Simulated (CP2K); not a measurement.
Crystal: Mo.

```xyz
1
Lattice="2.7432 0.0000 0.0000 -0.9144 2.5863 0.0000 -0.9144 -1.2932 2.2398" Properties=species:S:1:pos:R:3 pbc="T T T"
Mo    0.0000    0.0000    0.0000
```

Base run:

* Program: CP2K 2026.2
* Functional: PBEsol
* Potentials or basis: POTENTIAL_UZH Mo GTH-PBE-q14; TZVP-MOLOPT-PBE-GTH basis
* Density cutoff: 9184 eV
* k mesh: 12 × 12 × 12
* Occupations: fermi-dirac, width 0.05 eV
* Spin: no spin polarisation

Its results: band gap on the k mesh none (metal or under the smearing width); pressure -7.0 GPa.

After a change of settings the same cell gave: band gap on the k mesh none (metal or under the smearing width); pressure -8.1 GPa. Which change was it?
A. functional from PBEsol to AM05
B. functional from PBEsol to TASK
C. functional from PBEsol to LDA
D. functional from PBEsol to vdW-DF-cx

A.

Caveats: the potentials were made for another functional, which shifts forces and pressure; the basis of atomic orbitals isn't converged, which shifts pressures, moduli and gaps.

Runs at the PBE level aren't shown here.
